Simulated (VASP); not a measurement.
Runs of VASP 6.6.1 on LiH. Symmetry: Fm-3m, No. 225, cubic system. The conventional cell has a = 4.017 Å, b = 4.017 Å, c = 4.017 Å, α = 90.00°, β = 90.00°, γ = 90.00°. Around Li (site symmetry m-3m) lie 6 H at 2.01 Å. H (site symmetry m-3m) has 6 Li at 2.01 Å as nearest neighbours. The cell is a database's computed one.

```tsv
level	potentials or basis	k mesh	cutoff (eV)	mesh quality	gap on the mesh (eV)	pressure (GPa)	relaxed volume (Å³/atom)
PBEsol	VASP PAW PBE potentials, release 64 (Li, H)	10 × 10 × 10	580	not flagged	2.76	0.0	(a)
PBEsol	VASP PAW PBE potentials, release 64 (Li_sv, H)	4 × 4 × 4	600	coarse	2.72	0.0	7.93
RPBE	VASP PAW PBE potentials, release 64 (Li_sv, H)	10 × 10 × 10	600	not flagged	(b)	0.0	8.32
PBEsol	VASP PAW PBE potentials, release 64 (Li_sv, H)	10 × 10 × 10	600	not flagged	2.72	0.0	7.84
LDA	VASP PAW LDA potentials, release 64 (Li_sv, H)	10 × 10 × 10	600	not flagged	(c)	0.0	7.41
```

Alike in all rows: task relaxation of cell and atoms; no spin polarisation; cell relaxed; smearing gaussian 0.02 eV.

Fill in the values left out.

(a) 7.95; (b) 3.16; (c) 2.52.

Caveats: some runs use coarse meshes; the PAW data sets were made with another functional, which shifts forces and pressure a little (some runs); the cutoff is under 1.25 times the usual one of these potentials, so pressure, stress and relaxed cells hold a basis-set (Pulay) error (some runs).

A k mesh can miss the band edges.

The runs don't all hold the same shells in valence.
